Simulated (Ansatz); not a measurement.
Computed with Ansatz (plane waves, PAW, 420 eV cutoff): PBE, scalar-relativistic, no spin polarisation, Γ-centred 8×8×8 mesh, 0.05 eV Gaussian smearing. The datasets are Ansatz's generated set soft_2.

A compound XSi2 has these computed properties.

```json
{
  "Space group": "Cmcm (No. 63)",
  "Conventional cell": "a = 3.672 Å, b = 14.610 Å, c = 3.666 Å, α = 90.00°, β = 90.00°, γ = 90.00°",
  "Volume": "16.39 Å³/atom",
  "Band gap": "zero (metallic)",
  "Density of states at the Fermi level": "about 0.2 states/(eV·atom)",
  "Bader charges": "X 1.35; Si -0.83, -0.52 e",
  "f electrons (orthogonalised atomic orbitals)": "X 13.99",
  "Formation energy from the elements (0 K, uncorrected)": "-0.56 eV/atom",
  "Bulk modulus (Birch–Murnaghan)": "125 GPa",
  "Pressure derivative B0′": "3.8"
}
```

Sites: X on 4c, Si on 4c, Si on 4c.

Which element is X?
A. Lu
B. W
C. Ta
D. Hf

D. X is Hf, so the compound is HfSi2.

The start was a prototype's sites filled with these elements; the Crystallography Open Database holds the compound in this structure.

For elements this heavy, spin–orbit coupling would shift levels and gaps; it isn't included here.
